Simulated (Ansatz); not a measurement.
# Zr2NS2 MXene bilayer (AB) in a perpendicular field, part 3 of 4

What dipole does a perpendicular field induce in the Zr2NS2 MXene bilayer (AB)? A positive field points along +c.

Ansatz 0.2.0; plane-wave DFT, r2SCAN-D4, Ansatz PAW.

So far. Step 7 (Single point, field 0.25 V/Å): The dipole is 0.235 e·Å. Step 8 (Atoms held, field -0.25 V/Å): The dipole is -0.235 e·Å.

## (9) Response, atoms held

This step: plane-wave DFT, r2SCAN-D4, Ansatz PAW; response to a field along the normal, atoms held (Ansatz 0.2.0).

The dipoles give the slope, and the difference of two potentials shows where the field is screened.

This step gave:

```
equivalent conductor thickness p/(ε₀AE) : 16.67 Å
distance between the outer atoms        : 14.91 Å
```

Dipole of the cell against applied field:

| applied field (V/Å) | dipole of the cell (e·Å) |
| --- | --- |
| -0.250 | -0.235 |
| -0.030 | -0.0283 |
| 0.000 | -3.1e-7 |
| 0.030 | 0.0283 |
| 0.150 | 0.141 |
| 0.250 | 0.235 |

Local field over the applied field, running mean. From the potentials at -0.03 and 0.03 V/Å; running mean over 2.5 Å. The local field over applied field by z:

z (Å), local field over applied field and a bar from the least value:
```
        5      0.998 ##############################
        6      0.980 #############################
        7      0.847 ##########################
        8      0.517 ################
        9      0.182 ######
       10      0.057 ##
       11      0.042 ##
       12      0.022 #
       13      0.002 #
       14      0.000 #
       15     -0.008 
       16     -0.019 
       17     -0.018 
       18     -0.007 
       19      0.000 #
       20      0.003 #
       21      0.024 #
       22      0.043 ##
       23      0.060 ##
       24      0.205 #######
       25      0.549 #################
       26      0.869 ##########################
       27      0.984 ##############################
       28      0.999 ##############################
```

Electrons, planar mean, per unit field. Table of induced electron density by z:

| z (Å) | induced electron density (e/Å³ per V/Å) |
| --- | --- |
| 4.5 | 1.5e-6 |
| 5.0 | 5.6e-6 |
| 5.5 | 2.1e-5 |
| 6.0 | 7.7e-5 |
| 6.5 | 2.6e-4 |
| 7.0 | 8.4e-4 |
| 7.5 | 0.00216 |
| 8.0 | 0.00374 |
| 8.5 | 0.00262 |
| 9.0 | 6.9e-4 |
| 9.5 | 6.3e-4 |
| 10.0 | -6.5e-4 |
| 10.5 | -1.2e-4 |
| 11.0 | 1.9e-4 |
| 11.5 | 2.8e-4 |
| 12.0 | 3.6e-4 |
| 12.5 | -7.7e-5 |
| 13.0 | 4.3e-5 |
| 13.5 | -6.1e-5 |
| 14.0 | 4.6e-5 |
| 14.5 | 1.3e-5 |
| 15.0 | 3.7e-5 |
| 15.5 | 1.7e-4 |
| 16.0 | 1.0e-4 |
| 16.5 | -9.6e-6 |
| 17.0 | -1.2e-4 |
| 17.5 | -1.6e-4 |
| 18.0 | -7.7e-6 |
| 18.5 | -3.2e-5 |
| 19.0 | -3.0e-5 |
| 19.5 | 5.7e-5 |
| 20.0 | -1.8e-5 |
| 20.5 | 4.9e-5 |
| 21.0 | -4.6e-4 |
| 21.5 | -3.3e-4 |
| 22.0 | -1.5e-4 |
| 22.5 | 3.1e-4 |
| 23.0 | 4.6e-4 |
| 23.5 | -7.5e-4 |
| 24.0 | -7.5e-4 |
| 24.5 | -0.00311 |
| 25.0 | -0.00353 |
| 25.5 | -0.00186 |
| 26.0 | -6.8e-4 |
| 26.5 | -2.1e-4 |
| 27.0 | -6.1e-5 |
| 27.5 | -1.6e-5 |
| 28.0 | -4.4e-6 |
| 28.5 | -1.2e-6 |

By hand: between -0.03 and 0.03 V/Å the dipole changes by 0.05650 e·Å, a slope of 0.9417 e·Å²/V. A perfect conductor of thickness t has p = ε₀AEt, so t = 180.95 × 0.9417 / 10.221 = 16.67 Å (e/ε₀ = 180.95 V·Å, A in Å²).

The induced dipole is that of a conductor 16.67 Å thick.

## (10) Field on, atoms free, field 0.1 V/Å

This step: plane-wave DFT, r2SCAN-D4, Ansatz PAW (Ansatz 0.2.0).

Now the atoms may follow the field. A weak field makes forces of meV/Å to tens of meV/Å, so the force tolerance is set well below the usual one.

Contents of input.yaml:

```yaml
crystal:
  lattice:
    - [3.4353504903, 0.0, 0.0]
    - [-1.7176752451, 2.9751007955, 0.0]
    - [0.0, 0.0, 32.9112375194]
  atoms:
    - { symbol: S, position: [0.3333333333, 0.6666666667, 0.2734628254] }
    - { symbol: Zr, position: [0.6666666667, 0.3333333333, 0.3206662223] }
    - { symbol: "N", position: [0.0, 0.0, 0.359874957] }
    - { symbol: Zr, position: [0.3333333333, 0.6666666667, 0.3991468901] }
    - { symbol: S, position: [0.6666666667, 0.3333333333, 0.4463206343] }
    - { symbol: S, position: [0.6666666667, 0.3333333333, 0.5536793657] }
    - { symbol: Zr, position: [0.0, 0.0, 0.6008531099] }
    - { symbol: "N", position: [0.3333333333, 0.6666666667, 0.640125043] }
    - { symbol: Zr, position: [0.6666666667, 0.3333333333, 0.6793337777] }
    - { symbol: S, position: [0.0, 0.0, 0.7265371746] }
kpoints:
  mp_grid: { grid: [12, 12, 1] }
hamiltonian:
  xc: r2scan
  dispersion: d4
scf:
  occupations: { method: fermi_dirac, width: 0.02585 }
  convergence: { dr2_threshold: 1.0e-10 }
efield:
  axis: 3
  dipole_correction: true
  ramp_position: 0.962
  ramp_width: 0.076
  amplitude: 0.1
relax:
  f_tol: 0.001
  max_steps: 60
output:
  write_potential: true
  write_density: true
  volumetric_format: npy
```

Run with:

```
ansatz run input.yaml --threads 4 --pin off --max-ram 12288MiB --backend cpu --events-out ev --progress --plain --runs-dir out
```

Numbers of over 12 decimals in the logs are rounded to 6 here.

Output:

```text
[...]
Crystal: 10 atoms, lattice volume = 336.370 Å³
Basis set: ecut = 500 eV, 8581 PW (Γ), exchange–correlation on 108×108×972 points (64 copies of the dense FFT grid, shifted against one another)
Bands: 51, of which v1, the nominal top of the filled ones, is band 41 counted from 1 (40 counted from 0)
Symmetry: 6 space group operations
k-points: 19 of 144 (time reversal used)
[...]
SCF iter   1: F=—  HF=-21191.499573 eV  |F-HF|=—  |Δ(HF+E_count)|=         —  Δρ=8.50e-3  dr2=1.18e1  dr2_τ=2.42e-1  ethr=1.77e-3  p=0.000 e·Å  D=2.39e-13 V/Å  ΔV_dip=-0.00 eV  dr2_dipole=7.89e0  V_vac-E_F(+/−)=7.36/4.39 eV  ⟨swp⟩=9.0  Hψ=4521  notcnv=0  defer=12
[...]
SCF iter  13: F=-21191.351582 eV  HF=-21191.351582 eV  |F-HF|=2.00e-10  |Δ(HF+E_count)|=  4.62e-10  Δρ=1.03e-7  dr2=7.34e-11  dr2_τ=3.96e-12  ethr=1.00e-12  p=0.094 e·Å  D=5.07e-2 V/Å  ΔV_dip=-1.67 eV  dr2_dipole=5.56e-12  V_vac-E_F(+/−)=6.43/5.13 eV  ⟨swp⟩=6.8  Hψ=6463  notcnv=0
SCF 1 converged in 13 iterations: F = -21191.351582 eV  dr2 = 7.34e-11
[...]
relax step   1: F+E_penalty+E_count = -21191.35158185 eV  Δ(F+E_penalty+E_count) = +0.000e0 eV  max|allowed force component| = 2.680e-2 eV/Å  Δτ_max = 0.0000 Å  (13 SCF iters, accepted)
[...]
SCF iter   9: F=-21191.351577 eV  HF=-21191.351577 eV  |F-HF|=1.89e-10  |Δ(HF+E_count)|=  5.75e-10  Δρ=1.22e-7  dr2=8.03e-11  dr2_τ=8.18e-12  ethr=1.00e-12  p=0.095 e·Å  D=5.12e-2 V/Å  ΔV_dip=-1.69 eV  dr2_dipole=1.06e-11  V_vac-E_F(+/−)=6.42/5.14 eV  ⟨swp⟩=8.7  Hψ=5967  notcnv=0
SCF 2 converged in 9 iterations: F = -21191.351577 eV  dr2 = 8.03e-11
relax step   2: F+E_penalty+E_count = -21191.35157673 eV  Δ(F+E_penalty+E_count) = +5.118e-6 eV  max|allowed force component| = 3.006e-2 eV/Å  Δτ_max = 0.0099 Å  (9 SCF iters, rejected (line search))
SCF iter   1: F=—  HF=-21191.349327 eV  |F-HF|=—  |Δ(HF+E_count)|=         —  Δρ=3.02e-4  dr2=4.33e-3  dr2_τ=4.82e-3  ethr=3.18e-5  p=0.095 e·Å  D=5.12e-2 V/Å  ΔV_dip=-1.69 eV  dr2_dipole=2.33e-3  V_vac-E_F(+/−)=6.42/5.14 eV  ⟨swp⟩=2.0  Hψ=1671  notcnv=0  defer=59
[...]
SCF iter   8: F=-21191.351633 eV  HF=-21191.351633 eV  |F-HF|=3.17e-10  |Δ(HF+E_count)|=   1.03e-9  Δρ=1.12e-7  dr2=6.23e-11  dr2_τ=4.80e-12  ethr=1.00e-12  p=0.095 e·Å  D=5.09e-2 V/Å  ΔV_dip=-1.68 eV  dr2_dipole=7.81e-12  V_vac-E_F(+/−)=6.43/5.13 eV  ⟨swp⟩=6.5  Hψ=6616  notcnv=0
SCF 3 converged in 8 iterations: F = -21191.351633 eV  dr2 = 6.23e-11
relax step   3: F+E_penalty+E_count = -21191.35163286 eV  Δ(F+E_penalty+E_count) = -5.102e-5 eV  max|allowed force component| = 2.446e-3 eV/Å  Δτ_max = 0.0048 Å  (8 SCF iters, accepted)
[...]
relax step   4: F+E_penalty+E_count = -21191.35163750 eV  Δ(F+E_penalty+E_count) = -4.631e-6 eV  max|allowed force component| = 1.272e-3 eV/Å  Δτ_max = 0.0027 Å  (8 SCF iters, accepted)
SCF iter   1: F=—  HF=-21191.351633 eV  |F-HF|=—  |Δ(HF+E_count)|=         —  Δρ=1.32e-5  dr2=6.99e-7  dr2_τ=1.08e-5  ethr=5.97e-9  p=0.095 e·Å  D=5.09e-2 V/Å  ΔV_dip=-1.68 eV  dr2_dipole=5.87e-8  V_vac-E_F(+/−)=6.43/5.13 eV  ⟨swp⟩=3.6  Hψ=2665  notcnv=0  defer=59
[...]
SCF iter   6: F=-21191.351638 eV  HF=-21191.351638 eV  |F-HF|=1.96e-10  |Δ(HF+E_count)|=  2.73e-10  Δρ=8.65e-8  dr2=8.22e-11  dr2_τ=4.19e-12  ethr=1.00e-12  p=0.095 e·Å  D=5.09e-2 V/Å  ΔV_dip=-1.68 eV  dr2_dipole=3.18e-15  V_vac-E_F(+/−)=6.43/5.13 eV  ⟨swp⟩=6.3  Hψ=6050  notcnv=0
SCF 5 converged in 6 iterations: F = -21191.351638 eV  dr2 = 8.22e-11
relax step   5: F+E_penalty+E_count = -21191.35163766 eV  Δ(F+E_penalty+E_count) = -1.629e-7 eV  max|allowed force component| = 6.799e-4 eV/Å  Δτ_max = 0.0003 Å  (6 SCF iters, accepted)
[...]
the band table was solved once a step of the walk had ended and its energy, with any forces and stress, was formed, with the checks that follow a solve (5721 applications of the Hamiltonian). They found nothing against the state; the energy, forces and stress were not computed again (output.eigenvalues in the input reference)
[...]
SCF iter   2: F=-21191.351638 eV  HF=-21191.351638 eV  |F-HF|=1.09e-11  |Δ(HF+E_count)|=  1.20e-10  Δρ=6.50e-8  dr2=3.77e-11  dr2_τ=1.76e-12  ethr=1.00e-12  p=0.095 e·Å  D=5.09e-2 V/Å  ΔV_dip=-1.68 eV  dr2_dipole=2.05e-13  V_vac-E_F(+/−)=6.43/5.13 eV  ⟨swp⟩=8.0  Hψ=5611  notcnv=0
SCF 6 converged in 2 iterations: F = -21191.351638 eV  dr2 = 3.77e-11
[...]
SCF converged after 2 iterations
Free energy (F): -21191.351638 eV
[...]
Internal energy: -21191.343017 eV  (E = F + TS)
E sigma→0 (E₀):  -21191.347328 eV
Entropy (-TS):   -0.008620 eV (-0.862 meV/atom)
Fermi energy:    2.959785 eV
Dipole field:    D = 0.050915 V/Å  (p = 0.094647 e·Å, saw-weighted, corrected)
Work function:   not extracted (applied field tilts the vacuum); planar V_es + V_field profile in the machine report
[...]
--- Forces (eV/Å), atoms counted from 1 ---
  atom   1  S     -0.00000000     0.00000000     0.00008938
  atom   2  Zr     0.00000000    -0.00000000    -0.00004653
  atom   3  N     -0.00000000    -0.00000000    -0.00061577
  atom   4  Zr    -0.00000000     0.00000000     0.00067690
  atom   5  S      0.00000000    -0.00000000    -0.00013109
  atom   6  S      0.00000000     0.00000000    -0.00000326
  atom   7  Zr     0.00000000    -0.00000000     0.00039013
  atom   8  N     -0.00000000     0.00000000    -0.00052939
  atom   9  Zr    -0.00000000     0.00000000     0.00011062
  atom  10  S      0.00000000    -0.00000000     0.00006283
  max |Σ_I F_I| component: 3.82e-6 eV/Å
--- Band table (eV; the first three rows and the last of 19) ---
  k-point 0: bands = [... 37 lower, 1.9101, 1.9372, 1.9372, 3.4224, 3.4224, 3.4238, 3.4238, 3.8848, ... 6 higher]
  k-point 1: bands = [... 37 lower, 1.4367, 1.6674, 1.6918, 3.3610, 3.3851, 3.7105, 3.7167, 4.0053, ... 6 higher]
  k-point 2: bands = [... 37 lower, 1.3149, 1.3391, 1.4163, 2.9170, 2.9880, 4.1968, 4.2057, 4.3733, ... 6 higher]
  k-point 18: bands = [... 37 lower, -0.0807, -0.0570, 0.2602, 4.2882, 4.3666, 4.3713, 4.4498, 4.8692, ... 6 higher]
--- Relaxed structure (5 steps of the walk, 4 accepted, 0 SCFs on fresh bases) ---
  F+E_penalty+E_count = -21191.35163766 eV   max|allowed force component| = 6.799e-4 eV/Å
  atoms:
    - { symbol: S, position: [0.333333, 0.666667, 0.273655] }
    - { symbol: Zr, position: [0.666667, 0.333333, 0.320901] }
    - { symbol: N, position: [-1.7733702228701977e-17, -2.207406405094768e-17, 0.360074] }
    - { symbol: Zr, position: [0.333333, 0.666667, 0.399350] }
    - { symbol: S, position: [0.666667, 0.333333, 0.446528] }
    - { symbol: S, position: [0.666667, 0.333333, 0.553466] }
    - { symbol: Zr, position: [-1.7796022162938087e-17, -2.2346154466986276e-17, 0.600637] }
    - { symbol: N, position: [0.333333, 0.666667, 0.639911] }
    - { symbol: Zr, position: [0.666667, 0.333333, 0.679151] }
    - { symbol: S, position: [-1.7795024519741638e-17, -2.234179873144664e-17, 0.726327] }
```

Run time: 1.9 min. Hardware: 4 threads of Arm Neoverse V1, shared host; peak memory 1.6 GiB.

The steps of the relaxation:

| step | energy less that of the first step (eV) | largest force component (eV/Å) |
| --- | --- | --- |
| 1 | 0.0000 | 0.0268 |
| 2 | 0.0000 | 0.0301 |
| 3 | -0.0001 | 0.0024 |
| 4 | -0.0001 | 0.0013 |
| 5 | -0.0001 | 0.0007 |

Relaxation step 2 was tried and not accepted.

Forces are held to the 6 operations that the run works with; a distortion that breaks them can't arise in this run.

Final coordinates:

```cif
data_structure
_symmetry_space_group_name_H-M 'P 1'
_symmetry_Int_Tables_number 1
_cell_length_a 3.4354
_cell_length_b 3.4354
_cell_length_c 32.9112
_cell_angle_alpha 90.000
_cell_angle_beta 90.000
_cell_angle_gamma 120.000
_cell_volume 336.37
loop_
_atom_site_label
_atom_site_type_symbol
_atom_site_fract_x
_atom_site_fract_y
_atom_site_fract_z
_atom_site_occupancy
S1 S 0.33333 0.66667 0.27366 1
Zr2 Zr 0.66667 0.33333 0.32090 1
N3 N 0.00000 0.00000 0.36007 1
Zr4 Zr 0.33333 0.66667 0.39935 1
S5 S 0.66667 0.33333 0.44653 1
S6 S 0.66667 0.33333 0.55347 1
Zr7 Zr 0.00000 0.00000 0.60064 1
N8 N 0.33333 0.66667 0.63991 1
Zr9 Zr 0.66667 0.33333 0.67915 1
S10 S 0.00000 0.00000 0.72633 1
```

This step gave:

```
energy at zero smearing : -21191.3473 eV
dipole along the normal : 0.09465 e·Å
```

The relaxation took 5 steps and lowered the energy by 5.6e-5 eV; the largest force on the free atoms ends at 6.8e-4 eV/Å.

The dipole is 0.0946 e·Å.

## (11) Relaxing in the field, field -0.1 V/Å

The opposite sign, again from the field-free geometry; the difference of the two cancels what relaxes without a field.

input.yaml: that of step 10 with these lines changed.

```diff
@@ -29,3 +29,3 @@
   ramp_width: 0.076
-  amplitude: 0.1
+  amplitude: -0.1
 relax:
```

Output:

```text
[...]
Crystal: 10 atoms, lattice volume = 336.370 Å³
Basis set: ecut = 500 eV, 8581 PW (Γ), exchange–correlation on 108×108×972 points (64 copies of the dense FFT grid, shifted against one another)
Bands: 51, of which v1, the nominal top of the filled ones, is band 41 counted from 1 (40 counted from 0)
Symmetry: 6 space group operations
k-points: 19 of 144 (time reversal used)
[...]
- { symbol: Zr, position: [0.333333, 0.666667, 0.399364] }
    - { symbol: S, position: [0.666667, 0.333333, 0.446534] }
    - { symbol: S, position: [0.666667, 0.333333, 0.553472] }
[...]
- { symbol: N, position: [0.333333, 0.666667, 0.639926] }
    - { symbol: Zr, position: [0.666667, 0.333333, 0.679099] }
    - { symbol: S, position: [-1.779240144850479e-17, -2.233034633579056e-17, 0.726345] }
[key lines of the parts left out:]
SCF converged after 2 iterations
Free energy (F): -21191.351638 eV
Fermi energy:    2.959785 eV
Dipole field:    D = -0.050915 V/Å  (p = -0.094647 e·Å, saw-weighted, corrected)
```

Run time: 1.9 min. Hardware: 4 threads; peak memory 1.6 GiB.

Relaxation path:

| step | energy less that of the first step (eV) | largest force component (eV/Å) |
| --- | --- | --- |
| 1 | 0.0000 | 0.0268 |
| 2 | 0.0000 | 0.0301 |
| 3 | -0.0001 | 0.0024 |
| 4 | -0.0001 | 0.0013 |
| 5 | -0.0001 | 0.0007 |

Relaxation step 2 was tried and not accepted.

Forces are held to the 6 operations that the run works with; a distortion that breaks them can't arise in this run.

Final coordinates:

```xyz
10
Lattice="3.4354 0.0000 0.0000 -1.7177 2.9751 0.0000 0.0000 0.0000 32.9112" Properties=species:S:1:pos:R:3
S     0.0000    1.9834    9.0069
Zr    1.7177    0.9917   10.5595
N     0.0000    0.0000   11.8510
Zr    0.0000    1.9834   13.1435
S     1.7177    0.9917   14.6960
S     1.7177    0.9917   18.2155
Zr    0.0000    0.0000   19.7681
N     0.0000    1.9834   21.0607
Zr    1.7177    0.9917   22.3500
S     0.0000    0.0000   23.9049
```

This step gave:

| Quantity | Value |
| --- | --- |
| dipole along the normal | -0.09465 e·Å |

The relaxation took 5 steps and lowered the energy by 5.6e-5 eV; the largest force on the free atoms ends at 6.8e-4 eV/Å.

The dipole is -0.0946 e·Å.

## (12) Response, atoms relaxed

This step: plane-wave DFT, r2SCAN-D4, Ansatz PAW; response to a field along the normal, atoms relaxed (Ansatz 0.2.0).

The same analysis on the two relaxed runs holds the ionic part too; their mesh is coarser, so small differences from the held value can come from that.

Numbers from this step:

```yaml
equivalent_conductor_thickness_p_eps_0ae: 16.76 Å
distance_between_the_outer_atoms: 14.90 Å
```

The dipole of the cell by applied field:

| applied field (V/Å) | dipole of the cell (e·Å) |
| --- | --- |
| -0.1000 | -0.0946 |
| 0.1000 | 0.0946 |

Local field over the applied field, running mean. From the potentials at -0.1 and 0.1 V/Å; running mean over 2.5 Å. The local field over applied field by z:

| z (Å) | local field over applied field |
| --- | --- |
| 5 | 0.998 |
| 6 | 0.980 |
| 7 | 0.836 |
| 8 | 0.544 |
| 9 | 0.236 |
| 10 | -0.0333 |
| 11 | -0.0510 |
| 12 | 0.0589 |
| 13 | 0.0402 |
| 14 | 0.0220 |
| 15 | -0.0288 |
| 16 | -0.0322 |
| 17 | -0.0307 |
| 18 | -0.0278 |
| 19 | 0.0227 |
| 20 | 0.0506 |
| 21 | 0.0404 |
| 22 | -0.0443 |
| 23 | -0.0264 |
| 24 | 0.271 |
| 25 | 0.570 |
| 26 | 0.860 |
| 27 | 0.984 |
| 28 | 0.999 |

The induced electron density oscillates, so the rows of the table below give means over windows of 1 Å about each position, cut where the curve ends. Its maxima inside the range that stand out by 2 % of the span (Å: e/Å³ per V/Å): 8.1: 0.00481, 11.1: 0.0113, 12.6: 0.00185, 19.2: 0.00220, 20.7: 3.2e-5, 22.9: 0.0114. Its minima: 10.0: -0.0114, 12.2: -3.6e-5, 13.7: -0.00221, 20.3: -0.00184, 21.8: -0.0113, 24.8: -0.00480.

Electrons, planar mean, per unit field. Induced electron density against z; means over each step:

| z (Å) | induced electron density (e/Å³ per V/Å) |
| --- | --- |
| 5 | 7.3e-6 |
| 6 | 9.7e-5 |
| 7 | 0.00101 |
| 8 | 0.00391 |
| 9 | 2.4e-4 |
| 10 | -0.00698 |
| 11 | 0.00659 |
| 12 | 0.00172 |
| 13 | 4.8e-4 |
| 14 | -0.00103 |
| 15 | -2.4e-4 |
| 16 | -2.9e-5 |
| 17 | 4.5e-5 |
| 18 | 2.4e-4 |
| 19 | 0.00114 |
| 20 | -7.1e-4 |
| 21 | -0.00224 |
| 22 | -0.00580 |
| 23 | 0.00701 |
| 24 | -7.5e-4 |
| 25 | -0.00377 |
| 26 | -8.4e-4 |
| 27 | -7.9e-5 |
| 28 | -5.7e-6 |

The induced dipole is that of a conductor 16.76 Å thick.

[end of part 3 of 4]

[Logs are printed without paths, hosts, clocks, repeated set-up lines and the standing remarks that a program may print on its own settings, such as how far it seeks lower states.]

[Hosts, paths, dates, database ids (printed as entryN), source tags and the programs' standing remarks are cut or masked in the printed files.]

[Maps of the electrostatic potential energy from Ansatz leave out the sawtooth potential of an applied field or a dipole correction, so their vacuum need not be flat; planar profiles and work functions include it.]
